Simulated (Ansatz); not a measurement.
**Gaps and decay in MgS/ZnSe stacks**

How do the layer thicknesses change the gap of MgS/ZnSe? The crystals are MgS zinc blende(111) and ZnSe zinc blende(111), on a common net of side 4.031 Å (+0.0 % and -0.7 % against typed lattice constants near PBE's). Layer spacings come from each crystal relaxed along the normal on that net, and the joins take the mean spacing. The stacks are then relaxed. The first steps treat the bulk crystals alone.

Main program and level: Ansatz 0.2.0; PBE DFT, plane waves, PAW files, in the first sound run; inputs show where later runs differ.

### 1. The structure

It takes space group F-43m (No. 216, cubic). Conventional cell: a = 5.700 Å, b = 5.700 Å, c = 5.700 Å, α = 90.00°, β = 90.00°, γ = 90.00°. Nearest to Mg lie 4 S at 2.47 Å. Nearest to S lie 4 Mg at 2.47 Å. Farther neighbours and most contacts between anions are not listed.

### 2. Relaxing along the normal, strain 0.0001, crystal MgS zinc blende(111)

The crystal is held to the common net and relaxed along the normal.

The input, input.yaml:

```yaml
crystal:
  lattice:
    - [4.031, 0.0, 0.0]
    - [-2.0155, 3.4909484027, 0.0]
    - [0.0, 0.0, 9.8718471181]
  atoms:
    - { symbol: Mg, position: [0.0, 0.0, 0.0] }
    - { symbol: S, position: [0.0, 0.0, 0.25] }
    - { symbol: Mg, position: [0.3333333333, 0.6666666667, 0.3333333333] }
    - { symbol: S, position: [0.3333333333, 0.6666666667, 0.5833333333] }
    - { symbol: Mg, position: [0.6666666667, 0.3333333333, 0.6666666667] }
    - { symbol: S, position: [0.6666666667, 0.3333333333, 0.9166666667] }
kpoints:
  mp_grid: { grid: [6, 6, 4] }
scf:
  occupations: { method: fixed }
  max_iter: 120
hamiltonian:
  xc: pbe
output: {}
relax:
  f_tol: 0.01
  max_steps: 40
  cell: { fix: [a, b, angles] }
```

Launch:

```sh
$ ansatz run input.yaml --threads 4 --pin off --max-ram 8192MiB --backend cpu --events-out ev --progress --plain --runs-dir out
```

Numbers of over 12 decimals in the logs are rounded to 6 here.

The program printed:

```text
Engine: ansatz 0.2.0, aarch64-unknown-linux-gnu
Pseudopotentials: kind: paw
Pseudopotential: Mg, paw, valence charge 10, recommended cutoff 420 eV (normal), Mg.paw.azcp
Pseudopotential: S, paw, valence charge 6, recommended cutoff 420 eV (normal), S.paw.azcp
Functional definition: PBE
  parameter kappa = 0.804
  parameter beta = 0.066725
  exchange = pbe_x(kappa = kappa, mu = beta*pi^2/3)
  correlation = pbe_c(beta = beta)
Crystal: 6 atoms, lattice volume = 138.917 Å³
Basis set: ecut = 420 eV, 2697 PW (Γ), exchange–correlation on 54×54×144 points (8 copies of the dense FFT grid, shifted against one another)
Bands: 30, of which v1, the nominal top of the filled ones, is band 24 counted from 1 (23 counted from 0)
Symmetry: 18 space group operations
Space group: R3m (ITA 160), of the structure as read, at distance tolerance 5.2e-5 Å
k-points: 24 of 144 (time reversal used)
Non-local potential: Mg, projectors of the file, l = 0: 3, l = 1: 2, l = 2: 1
Non-local potential: S, projectors of the file, l = 0: 2, l = 1: 2, l = 2: 2
PAW form: soft (Blöchl's): semilocal exchange-correlation on the pseudo side does not see the compensation charge
PAW one-centre angular grid: Mg, 110 points (default); XC on 64 Gauss nodes
PAW one-centre angular grid: S, 110 points (default); XC on 64 Gauss nodes
Initial density: superposition of atomic densities (neutral atoms: chi_scale 0, normalization atom), corrected by the library's trained network
Initial wavefunctions: pseudopotential atomic-orbital guess
Functional: x = pbe(κ = 0.804, μ = 0.219515), c = pbe(β = 0.066725)
SCF iter   1: F=—  HF=-8486.163141 eV  |F-HF|=—  |Δ(HF+E_count)|=         —  Δρ=4.20e-4  dr2=1.72e-4  ethr=1.77e-3  ⟨swp⟩=4.8  Hψ=2817  notcnv=0  defer=77
preconditioner: auto → Resta (q_TF=auto, 2.285 Å⁻¹)  ε∞=3.5  [insulator: Δε(μ)=3.359 eV  Ē_g=9.727 eV  n_scr=36 (ndim 8)  ℏωp=15.4 eV  f_vac=0.021  ε∞_Penn≈3.5]
SCF iter   2: F=—  HF=-8486.161355 eV  |F-HF|=—  |Δ(HF+E_count)|=   1.79e-3  Δρ=2.31e-4  dr2=6.12e-5  ethr=3.59e-7  ⟨swp⟩=2.8  Hψ=1631  notcnv=0  defer=91
SCF iter   3: F=—  HF=-8486.161561 eV  |F-HF|=—  |Δ(HF+E_count)|=   2.06e-4  Δρ=1.09e-4  dr2=1.47e-5  ethr=1.28e-7  ⟨swp⟩=3.0  Hψ=1301  notcnv=0  defer=65
automatic band count: iteration 3 solves 29 bands in place of 30: the levels show a gap, and the empty bands left out lie too high to hold charge; the band table lists the bands solved (type scf.n_extra_bands for more)
SCF iter   4: F=—  HF=-8486.161624 eV  |F-HF|=—  |Δ(HF+E_count)|=   6.25e-5  Δρ=3.19e-5  dr2=1.34e-6  ethr=3.05e-8  ⟨swp⟩=2.0  Hψ=1023  notcnv=0  defer=67
SCF iter   5: F=—  HF=-8486.161627 eV  |F-HF|=—  |Δ(HF+E_count)|=   3.42e-6  Δρ=7.54e-6  dr2=1.03e-7  ethr=2.80e-9  ⟨swp⟩=2.0  Hψ=1176  notcnv=0  defer=68
SCF iter   6: F=-8486.161627 eV  HF=-8486.161627 eV  |F-HF|=1.66e-9  |Δ(HF+E_count)|=   9.84e-8  Δρ=2.79e-6  dr2=6.59e-9  ethr=2.08e-10  ⟨swp⟩=4.0  Hψ=2230  notcnv=0
SCF 1 converged in 6 iterations: F = -8486.161627 eV  dr2 = 6.59e-9
  greatest PAW one-centre occupation: 1.000 electrons in one spin orbital (limit 2), on the Mg atom at site 4 (counted from 0), in its partial waves of l = 0
relax step   1: F+E_penalty+E_count = -8486.16162716 eV  Δ(F+E_penalty+E_count) = +0.000e0 eV  max|allowed force component| = 1.458e-3 eV/Å  Δτ_max = 0.0000 Å  P = -0.080 GPa  Ω = 138.917 Å³  fix = [a, b, alpha, beta, gamma]  reactions: a -0.085, b -0.085 GPa  (6 SCF iters, dr2 threshold 1.00e-7 eV, accepted)
Crystal: 6 atoms, lattice volume = 138.831 Å³
Basis set: ecut = 420 eV, 2685 PW (Γ), exchange–correlation on 54×54×144 points (8 copies of the dense FFT grid, shifted against one another)
Initial density: handed on by an earlier stage of this run
Initial wavefunctions: those handed on with the density
iter 1 solved again at ethr=4.56e-9 eV; its pass at ethr=3.10e-3 eV (dr2=2.19e-6 eV) is discarded
SCF iter   1: F=—  HF=-8486.161507 eV  |F-HF|=—  |Δ(HF+E_count)|=         —  Δρ=4.79e-5  dr2=2.62e-6  ethr=4.56e-9  ⟨swp⟩=3.5  Hψ=3342  notcnv=0  defer=21
automatic band count: iteration 1 solves 28 bands in place of 30: the levels show a gap, and the empty bands left out lie too high to hold charge; the band table lists the bands solved (type scf.n_extra_bands for more)
preconditioner: auto → Resta (q_TF=auto, 2.286 Å⁻¹)  ε∞=3.8  [insulator: Δε(μ)=3.366 eV  Ē_g=9.260 eV  n_scr=36 (ndim 8)  ℏωp=15.4 eV  f_vac=0.025  ε∞_Penn≈3.8]
SCF iter   2: F=—  HF=-8486.161655 eV  |F-HF|=—  |Δ(HF+E_count)|=   1.47e-4  Δρ=2.68e-5  dr2=9.43e-7  ethr=4.56e-9  ⟨swp⟩=2.1  Hψ=1118  notcnv=0  defer=21
SCF iter   3: F=—  HF=-8486.161655 eV  |F-HF|=—  |Δ(HF+E_count)|=   2.12e-7  Δρ=4.32e-6  dr2=4.37e-8  ethr=1.96e-9  ⟨swp⟩=2.1  Hψ=891  notcnv=0  defer=21
SCF iter   4: F=-8486.161655 eV  HF=-8486.161655 eV  |F-HF|=3.11e-9  |Δ(HF+E_count)|=   3.33e-8  Δρ=1.40e-6  dr2=2.89e-9  ethr=2.62e-11  ⟨swp⟩=4.1  Hψ=2426  notcnv=0
SCF 2 converged in 4 iterations: F = -8486.161655 eV  dr2 = 2.89e-9
relax step   2: F+E_penalty+E_count = -8486.16165514 eV  Δ(F+E_penalty+E_count) = -2.798e-5 eV  max|allowed force component| = 6.298e-4 eV/Å  Δτ_max = 0.0005 Å  P = -0.047 GPa  Ω = 138.831 Å³  energy of the carried Pulay correction = +1.869e-6 eV  fix = [a, b, alpha, beta, gamma]  reactions: a -0.062, b -0.062 GPa  (4 SCF iters, dr2 threshold 1.26e-8 eV, accepted)
Initial wavefunctions: pseudopotential atomic-orbital guess (no wavefunctions were taken with the density)
iter 1 solved again at ethr=3.20e-8 eV; its pass at ethr=3.10e-3 eV (dr2=1.53e-5 eV) is discarded
SCF iter   1: F=—  HF=-8486.161505 eV  |F-HF|=—  |Δ(HF+E_count)|=         —  Δρ=2.63e-6  dr2=6.25e-9  ethr=3.20e-8  ⟨swp⟩=3.5  Hψ=4768  notcnv=0  defer=91
preconditioner: auto → Resta (q_TF=auto, 2.286 Å⁻¹)  ε∞=3.5  [insulator: Δε(μ)=3.366 eV  Ē_g=9.733 eV  n_scr=36 (ndim 8)  ℏωp=15.4 eV  f_vac=0.025  ε∞_Penn≈3.5]
SCF iter   2: F=—  HF=-8486.161654 eV  |F-HF|=—  |Δ(HF+E_count)|=   1.49e-4  Δρ=1.44e-6  dr2=1.88e-9  ethr=1.30e-11  ⟨swp⟩=3.0  Hψ=1676  notcnv=0  defer=76
SCF iter   3: F=—  HF=-8486.161654 eV  |F-HF|=—  |Δ(HF+E_count)|=   1.54e-9  Δρ=8.17e-7  dr2=7.19e-10  ethr=3.91e-12  ⟨swp⟩=3.0  Hψ=1333  notcnv=0  defer=76
SCF iter   4: F=-8486.161654 eV  HF=-8486.161654 eV  |F-HF|=8.91e-11  |Δ(HF+E_count)|=   1.46e-9  Δρ=1.71e-7  dr2=4.86e-11  ethr=1.00e-12  ⟨swp⟩=3.0  Hψ=2995  notcnv=0
SCF 3 converged in 4 iterations: F = -8486.161654 eV  dr2 = 4.86e-11
relax step   3: F+E_penalty+E_count = -8486.16165369 eV  Δ(F+E_penalty+E_count) = +1.450e-6 eV  max|allowed force component| = 6.383e-4 eV/Å  Δτ_max = 0.0000 Å  P = -0.047 GPa  Ω = 138.831 Å³  fix = [a, b, alpha, beta, gamma]  reactions: a -0.062, b -0.062 GPa  stress off target by 1.63e-2 GPa on what of the cell is left free  SCF on the basis re-selected at this cell (its energy is not comparable with the rows above)  (4 SCF iters)
basis re-selected at this cell: Δ(F+E_penalty+E_count) = +1.450e-6 eV, ΔP = -0.000 GPa vs the last step (what re-selecting the basis moved, of the pressure what is left beyond the Pulay correction that the steps carried, after the strain that the cell walked since its last selection, with what the two solves' SCF thresholds leave and, on support functions, any second-order correction that the steps lacked; it is no m [...]
SCF converged after 4 iterations
Free energy (F): -8486.161654 eV
Harris-Foulkes:  -8486.161654 eV  (|F-HF|=8.91e-11)
Internal energy: -8486.161654 eV  (E = F + TS)
E sigma→0 (E₀):  -8486.161654 eV
Fermi energy:    2.973043 eV
--- Per-component energies (eV) ---
  E_band       = -1118.111287
  E_kinetic    = 551.040915
  E_local      = -5678.506787  (includes V_loc(G=0)·N_el)
  E_nonlocal   = 370.680077
  E_hartree    = 2057.666566
  E_xc         = -380.715416
  E_vxc        = -377.533050  (∫ρ·V_xc dr)
  E_paw        = -2678.415553  (= ΣΔE_a)
  E_vpaw       = -99.125328  (= ΣTr[D̂ρ^β])
  E_aug_tail   = -0.000002  (compensation charges beyond the density's cutoff)
  E_ewald      = -2727.911454
  E_smearing   = -0.000000  (= −TS)
  E_closure    = 0.000000  (closes the sum)
  Σ components = -8486.161654   (vs F -8486.161654, Δ=0.00e0)
--- Forces (eV/Å), atoms counted from 1 ---
  atom   1  Mg     0.00000000    -0.00000000    -0.00063757
  atom   2  S      0.00000000     0.00000000     0.00063904
  atom   3  Mg    -0.00000000    -0.00000000    -0.00063757
  atom   4  S      0.00000000     0.00000000     0.00063904
  atom   5  Mg    -0.00000000    -0.00000000    -0.00063757
  atom   6  S      0.00000000     0.00000000     0.00063904
  max |Σ_I F_I| component: 4.40e-6 eV/Å
--- Stress (GPa, compression-positive) ---
       -0.061703       0.000000      -0.000000
        0.000000      -0.061703       0.000000
       -0.000000       0.000000      -0.016309
  P = ⅓ Tr σ = -0.0466 GPa (-0.466 kbar)
--- Relaxed structure (2 steps of the walk, 2 accepted, 1 SCFs on fresh bases) ---
  F+E_penalty+E_count = -8486.16165369 eV   max|allowed force component| = 6.383e-4 eV/Å   (the final SCF, on the basis selected at the relaxed cell)
  cell:  # Å, volume = 138.8313 Å³
    - [4.031000, 0, 0]
    - [-2.015500, 3.490948, 0]
    - [0, 0, 9.865774]
  atoms:
    - { symbol: Mg, position: [0, 0, -4.562640927771677e-5] }
    - { symbol: S, position: [0, 0, 0.250046] }
    - { symbol: Mg, position: [0.333333, 0.666667, 0.333288] }
    - { symbol: S, position: [0.333333, 0.666667, 0.583379] }
    - { symbol: Mg, position: [0.666667, 0.333333, 0.666621] }
    - { symbol: S, position: [0.666667, 0.333333, 0.916712] }
```

It took 3.9 s on 4 threads of Arm Neoverse V2, shared host; peak memory 0.4 GiB.

Little changed from the start: no atom moved by 0.005 Å and no cell edge by 0.1 %.

This step gave:

```yaml
free_energy: -8486.1617 eV
fermi_energy: 2.973 eV
pressure: -0.04657 GPa
```

### 3. The bulk crystal and its band edges, strain 0.0001, crystal MgS zinc blende(111)

The band edges of this cell are searched, off the mesh as well.

The input, input.yaml:

```yaml
crystal:
  lattice:
    - [4.031, 0.0, 0.0]
    - [-2.0155, 3.4909484027, 0.0]
    - [0.0, 0.0, 9.8657735106]
  atoms:
    - { symbol: Mg, position: [0.0, 0.0, -4.56264e-05] }
    - { symbol: S, position: [0.0, 0.0, 0.2500456264] }
    - { symbol: Mg, position: [0.3333333333, 0.6666666667, 0.3332877069] }
    - { symbol: S, position: [0.3333333333, 0.6666666667, 0.5833789597] }
    - { symbol: Mg, position: [0.6666666667, 0.3333333333, 0.6666210403] }
    - { symbol: S, position: [0.6666666667, 0.3333333333, 0.9167122931] }
kpoints:
  mp_grid: { grid: [8, 8, 4] }
  band_path: { path: [VBM, CBM], npoints: 24 }
scf:
  occupations: { method: fixed }
  max_iter: 120
hamiltonian:
  xc: pbe
output:
  eigenvalues: true
checkpoint:
  write: MgS.run
  compress: false
  write_wavefunctions: false
```

The program printed:

```text
[...]
Crystal: 6 atoms, lattice volume = 138.831 Å³
Basis set: ecut = 420 eV, 2685 PW (Γ)
Bands: 30, of which v1, the nominal top of the filled ones, is band 24 counted from 1 (23 counted from 0)
Symmetry: 18 space group operations
[...]
k-points: 35 of 256 (time reversal used)
[...]
SCF iter   1: F=—  HF=-8486.164474 eV  |F-HF|=—  |Δ(HF+E_count)|=         —  Δρ=4.48e-4  dr2=1.86e-4  ethr=1.77e-3  ⟨swp⟩=4.8  Hψ=4065  notcnv=0  defer=115
[...]
SCF iter   6: F=-8486.162342 eV  HF=-8486.162342 eV  |F-HF|=5.40e-10  |Δ(HF+E_count)|=   8.25e-8  Δρ=2.48e-6  dr2=5.62e-9  ethr=2.08e-10  ⟨swp⟩=9.5  Hψ=4191  notcnv=0
SCF 1 converged in 6 iterations: F = -8486.162342 eV  dr2 = 5.62e-9
[...]
NSCF: frozen V_eff on 34 k-points
[...]
SCF converged after 6 iterations
Free energy (F): -8486.162342 eV
[...]
Internal energy: -8486.162342 eV  (E = F + TS)
E sigma→0 (E₀):  -8486.162342 eV
Fermi energy:    2.972755 eV
[...]
--- Band table (eV; the first three rows and the last of 35) ---
  k-point 0: bands = [... 20 lower, 2.7218, 2.9684, 2.9684, 2.9728, 6.3386, 8.0323, 8.0323, 10.8402, ... 2 higher]
  k-point 1: bands = [... 20 lower, 2.7990, 2.7990, 2.9443, 2.9443, 6.6697, 7.8507, 8.0311, 10.6367, ... 2 higher]
  k-point 2: bands = [... 20 lower, 2.8809, 2.8809, 2.8809, 2.8809, 7.3315, 7.3315, 8.0142, 10.5609, ... 2 higher]
  k-point 34: bands = [... 20 lower, 1.7090, 1.9846, 1.9846, 2.3439, 8.4988, 8.4988, 8.9985, 9.3989, ... 2 higher]
```

It took 10 s on 4 threads; peak memory 0.41 GiB.

Numbers from this step:

* free energy: -8486.1623 eV
* gap on the k-mesh: 3.366 eV
* gap on path: 3.366 eV, by band count; negative where bands overlap
* edge places on path: 0, 0 1/A along the path

Levels at VBM (eV): -2.46, -2.46, -0.25, -0.25, -0.25, -0.25, 0.00, 0.00, 0.00, 3.37, 5.06, 5.06, 7.87, 7.87, 7.87.

The searched edges give 3.37 eV, as on the mesh.

### 4. Relaxing along the normal, strain -0.0068, crystal ZnSe zinc blende(111)

System of this step: ZnSe. Symmetry: R3m, No. 160, trigonal system. Conventional cell: a = 4.031 Å, b = 4.031 Å, c = 9.990 Å, α = 90.00°, β = 90.00°, γ = 120.00°. Nearest to Zn lie 4 Se at 2.47 to 2.50 Å. Se has 4 Zn at 2.47 to 2.50 Å nearest. Farther neighbours and most contacts between anions are not listed.

The crystal is held to the common net and relaxed along the normal.

The input, input.yaml:

```yaml
crystal:
  lattice:
    - [4.031, 0.0, 0.0]
    - [-2.0155, 3.4909484027, 0.0]
    - [0.0, 0.0, 9.989626573]
  atoms:
    - { symbol: Zn, position: [0.0, 0.0, 0.0] }
    - { symbol: Se, position: [0.0, 0.0, 0.25] }
    - { symbol: Zn, position: [0.3333333333, 0.6666666667, 0.3333333333] }
    - { symbol: Se, position: [0.3333333333, 0.6666666667, 0.5833333333] }
    - { symbol: Zn, position: [0.6666666667, 0.3333333333, 0.6666666667] }
    - { symbol: Se, position: [0.6666666667, 0.3333333333, 0.9166666667] }
kpoints:
  mp_grid: { grid: [6, 6, 4] }
scf:
  occupations: { method: fixed }
  max_iter: 120
hamiltonian:
  xc: pbe
output: {}
relax:
  f_tol: 0.01
  max_steps: 40
  cell: { fix: [a, b, angles] }
```

The program printed:

```text
[...]
Crystal: 6 atoms, lattice volume = 140.574 Å³
Basis set: ecut = 420 eV, 2769 PW (Γ), exchange–correlation on 54×54×144 points (8 copies of the dense FFT grid, shifted against one another)
Bands: 51, of which v1, the nominal top of the filled ones, is band 42 counted from 1 (41 counted from 0)
Symmetry: 18 space group operations
[...]
k-points: 24 of 144 (time reversal used)
[...]
SCF iter   1: F=—  HF=-26368.597849 eV  |F-HF|=—  |Δ(HF+E_count)|=         —  Δρ=7.42e-4  dr2=1.25e-3  ethr=1.77e-3  ⟨swp⟩=5.2  Hψ=4236  notcnv=0  defer=156
[...]
SCF iter   7: F=-26368.597642 eV  HF=-26368.597642 eV  |F-HF|=1.71e-9  |Δ(HF+E_count)|=   2.99e-7  Δρ=3.31e-6  dr2=2.19e-8  ethr=1.19e-10  ⟨swp⟩=4.3  Hψ=4352  notcnv=0
SCF 1 converged in 7 iterations: F = -26368.597642 eV  dr2 = 2.19e-8
[...]
relax step   1: F+E_penalty+E_count = -26368.59764169 eV  Δ(F+E_penalty+E_count) = +0.000e0 eV  max|allowed force component| = 6.117e-2 eV/Å  Δτ_max = 0.0000 Å  P = +0.324 GPa  Ω = 140.574 Å³  fix = [a, b, alpha, beta, gamma]  reactions: a +0.742, b +0.742 GPa  (7 SCF iters, dr2 threshold 1.00e-7 eV, accepted)
Crystal: 6 atoms, lattice volume = 140.263 Å³
[...]
SCF iter   5: F=-26368.598926 eV  HF=-26368.598926 eV  |F-HF|=1.01e-8  |Δ(HF+E_count)|=   1.86e-7  Δρ=7.02e-6  dr2=6.93e-8  ethr=6.95e-10  ⟨swp⟩=4.0  Hψ=3756  notcnv=0
SCF 2 converged in 5 iterations: F = -26368.598926 eV  dr2 = 6.93e-8
relax step   2: F+E_penalty+E_count = -26368.59892584 eV  Δ(F+E_penalty+E_count) = -1.284e-3 eV  max|allowed force component| = 3.375e-2 eV/Å  Δτ_max = 0.0018 Å  P = +0.445 GPa  Ω = 140.263 Å³  energy of the carried Pulay correction = +1.003e-4 eV  fix = [a, b, alpha, beta, gamma]  reactions: a +0.759, b +0.759 GPa  (5 SCF iters, dr2 threshold 6.00e-7 eV, accepted)
Crystal: 6 atoms, lattice volume = 140.171 Å³
[...]
SCF iter   5: F=-26368.599319 eV  HF=-26368.599319 eV  |F-HF|=1.78e-8  |Δ(HF+E_count)|=   3.30e-8  Δρ=3.86e-6  dr2=2.65e-8  ethr=1.01e-10  ⟨swp⟩=4.3  Hψ=4320  notcnv=0
SCF 3 converged in 5 iterations: F = -26368.599319 eV  dr2 = 2.65e-8
relax step   3: F+E_penalty+E_count = -26368.59931880 eV  Δ(F+E_penalty+E_count) = -3.930e-4 eV  max|allowed force component| = 1.440e-3 eV/Å  Δτ_max = 0.0032 Å  P = +0.477 GPa  Ω = 140.171 Å³  energy of the carried Pulay correction = +1.299e-4 eV  fix = [a, b, alpha, beta, gamma]  reactions: a +0.712, b +0.712 GPa  (5 SCF iters, dr2 threshold 8.50e-8 eV, accepted)
[...]
SCF iter   6: F=-26368.599194 eV  HF=-26368.599194 eV  |F-HF|=3.64e-12  |Δ(HF+E_count)|=  4.11e-10  Δρ=1.29e-7  dr2=1.29e-11  ethr=1.00e-12  ⟨swp⟩=3.1  Hψ=4759  notcnv=0
SCF 4 converged in 6 iterations: F = -26368.599194 eV  dr2 = 1.29e-11
relax step   4: F+E_penalty+E_count = -26368.59919396 eV  Δ(F+E_penalty+E_count) = +1.248e-4 eV  max|allowed force component| = 1.441e-3 eV/Å  Δτ_max = 0.0000 Å  P = +0.477 GPa  Ω = 140.171 Å³  fix = [a, b, alpha, beta, gamma]  reactions: a +0.712, b +0.712 GPa  stress off target by 8.42e-3 GPa on what of the cell is left free  SCF on the basis re-selected at this cell (its energy is not comparable with the rows above)  (6 SCF iters)
[...]
SCF converged after 6 iterations
Free energy (F): -26368.599194 eV
[...]
Internal energy: -26368.599194 eV  (E = F + TS)
E sigma→0 (E₀):  -26368.599194 eV
Fermi energy:    6.441748 eV
[...]
--- Forces (eV/Å), atoms counted from 1 ---
  atom   1  Zn     0.00000000     0.00000000    -0.00144097
  atom   2  Se    -0.00000000    -0.00000000     0.00144066
  atom   3  Zn     0.00000000     0.00000000    -0.00144097
  atom   4  Se    -0.00000000    -0.00000000     0.00144066
  atom   5  Zn     0.00000000     0.00000000    -0.00144097
  atom   6  Se    -0.00000000    -0.00000000     0.00144066
  max |Σ_I F_I| component: 9.30e-7 eV/Å
--- Stress (GPa, compression-positive) ---
        0.711717      -0.000000      -0.000000
        0.000000       0.711717      -0.000000
       -0.000000      -0.000000       0.008420
  P = ⅓ Tr σ = 0.4773 GPa (4.773 kbar)
--- Relaxed structure (3 steps of the walk, 3 accepted, 1 SCFs on fresh bases) ---
[...]
cell:  # Å, volume = 140.1714 Å³
    - [4.031000, 0, 0]
    - [-2.015500, 3.490948, 0]
    - [0, 0, 9.961005]
  atoms:
    - { symbol: Zn, position: [0, 0, 0.000498908] }
    - { symbol: Se, position: [0, 0, 0.249501] }
    - { symbol: Zn, position: [0.333333, 0.666667, 0.333832] }
    - { symbol: Se, position: [0.333333, 0.666667, 0.582834] }
    - { symbol: Zn, position: [0.666667, 0.333333, 0.667166] }
    - { symbol: Se, position: [0.666667, 0.333333, 0.916168] }
```

Run time: 10 s. Hardware: 4 threads; peak memory 0.5 GiB.

Step by step:

| step | energy less that of the first step (eV) | largest force component (eV/Å) | pressure (GPa) | volume (Å³) |
| --- | --- | --- | --- | --- |
| 1 | 0.0000 | 0.0612 | 0.32 | 140.57 |
| 2 | -0.0013 | 0.0338 | 0.44 | 140.26 |
| 3 | -0.0017 | 0.0014 | 0.48 | 140.17 |
| 4* | -0.0016 | 0.0014 | 0.48 | 140.17 |

Relaxation steps marked * repeat the geometry before them on a plane-wave basis chosen anew for their cell, so energy and pressure can jump there.

Forces are held to the 18 operations that the run works with; a distortion that breaks them can't arise in this run.

| conventional cell, symmetrised | before | after | change |
| --- | --- | --- | --- |
| a (Å) | 4.031 | 4.031 | +0.0 % |
| b (Å) | 4.031 | 4.031 | +0.0 % |
| c (Å) | 9.990 | 9.961 | -0.3 % |
| volume (Å³/atom) | 23.43 | 23.36 | -0.3 % |

The relaxed structure:

```xyz
6
Lattice="4.0310 0.0000 0.0000 -2.0155 3.4909 0.0000 0.0000 0.0000 9.9610" Properties=species:S:1:pos:R:3 pbc="T T T"
Zn    0.0000    0.0000    0.0050
Se    0.0000    0.0000    2.4853
Zn    0.0000    2.3273    3.3253
Se    0.0000    2.3273    5.8056
Zn    2.0155    1.1636    6.6456
Se    2.0155    1.1636    9.1260
```

Numbers from this step:

```yaml
free_energy: -26368.5992 eV
fermi_energy: 6.442 eV
pressure: 0.4773 GPa
```

The relaxation ends with a largest force component of 0.0014 eV/Å.

[end of part 1 of 4]

[Logs are printed without paths, hosts, clocks, repeated set-up lines and the standing remarks that a program may print on its own settings, such as how far it seeks lower states.]

[Hosts, paths, dates, database ids (printed as entryN), source tags and the programs' standing remarks are cut or masked in the printed files.]
